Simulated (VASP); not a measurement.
A run of VASP 6.6.1 is set up as follows.

Contents of INCAR:

```
SYSTEM = Ru
PREC = Accurate
ENCUT = 650
EDIFF = 1E-7
ISMEAR = 1
SIGMA = 0.1
LREAL = Auto
LASPH = .TRUE.
NELM = 120
ALGO = Fast
ISIF = 2
LWAVE = .FALSE.
LCHARG = .FALSE.
GGA = PS
NBANDS = 424
NCORE = 1
KPAR = 2
```

KPOINTS

```
Automatic mesh
0
G
  4 4 2
  0 0 0
```

File POSCAR:

```
Ru
1.0
    8.1174000000      0.0000000000      0.0000000000
   -4.0587000000      7.0298746128      0.0000000000
    0.0000000000      0.0000000000     12.8457000000
Ru
53
Direct
    0.2222222222      0.1111111111      0.5833333333
    0.2222222222      0.1111111111      0.9166666667
    0.2222222222      0.4444444444      0.2500000000
    0.2222222222      0.4444444444      0.5833333333
    0.2222222222      0.4444444444      0.9166666667
    0.2222222222      0.7777777778      0.2500000000
    0.2222222222      0.7777777778      0.5833333333
    0.2222222222      0.7777777778      0.9166666667
    0.5555555556      0.1111111111      0.2500000000
    0.5555555556      0.1111111111      0.5833333333
    0.5555555556      0.1111111111      0.9166666667
    0.5555555556      0.4444444444      0.2500000000
    0.5555555556      0.4444444444      0.5833333333
    0.5555555556      0.4444444444      0.9166666667
    0.5555555556      0.7777777778      0.2500000000
    0.5555555556      0.7777777778      0.5833333333
    0.5555555556      0.7777777778      0.9166666667
    0.8888888889      0.1111111111      0.2500000000
    0.8888888889      0.1111111111      0.5833333333
    0.8888888889      0.1111111111      0.9166666667
    0.8888888889      0.4444444444      0.2500000000
    0.8888888889      0.4444444444      0.5833333333
    0.8888888889      0.4444444444      0.9166666667
    0.8888888889      0.7777777778      0.2500000000
    0.8888888889      0.7777777778      0.5833333333
    0.8888888889      0.7777777778      0.9166666667
    0.1111111111      0.2222222222      0.0833333333
    0.1111111111      0.2222222222      0.4166666667
    0.1111111111      0.2222222222      0.7500000000
    0.1111111111      0.5555555556      0.0833333333
    0.1111111111      0.5555555556      0.4166666667
    0.1111111111      0.5555555556      0.7500000000
    0.1111111111      0.8888888889      0.0833333333
    0.1111111111      0.8888888889      0.4166666667
    0.1111111111      0.8888888889      0.7500000000
    0.4444444444      0.2222222222      0.0833333333
    0.4444444444      0.2222222222      0.4166666667
    0.4444444444      0.2222222222      0.7500000000
    0.4444444444      0.5555555556      0.0833333333
    0.4444444444      0.5555555556      0.4166666667
    0.4444444444      0.5555555556      0.7500000000
    0.4444444444      0.8888888889      0.0833333333
    0.4444444444      0.8888888889      0.4166666667
    0.4444444444      0.8888888889      0.7500000000
    0.7777777778      0.2222222222      0.0833333333
    0.7777777778      0.2222222222      0.4166666667
    0.7777777778      0.2222222222      0.7500000000
    0.7777777778      0.5555555556      0.0833333333
    0.7777777778      0.5555555556      0.4166666667
    0.7777777778      0.5555555556      0.7500000000
    0.7777777778      0.8888888889      0.0833333333
    0.7777777778      0.8888888889      0.4166666667
    0.7777777778      0.8888888889      0.7500000000
```

Potentials or basis: VASP PAW PBE potentials, release 64 (Ru_pv).

Command:

```sh
$ cat potpaw_PBE.64/Ru_pv/POTCAR > POTCAR
$ mpirun -np 4 vasp_std > vasp.out
```

Task: What does it give for the largest force?

Result: 0.405 eV/Å.

Task: What does it give for the band gap on the k mesh?

Result: None (metal or under the smearing width).

Task: Estimate the pressure.

Result: -8.0 GPa.

Stress tensor (GPa, compression positive):
```
-8.09  0.00  0.00
 0.00 -8.09  0.00
 0.00  0.00 -7.89
```

Caveat: the PAW data sets were made with another functional, which shifts forces and pressure a little.
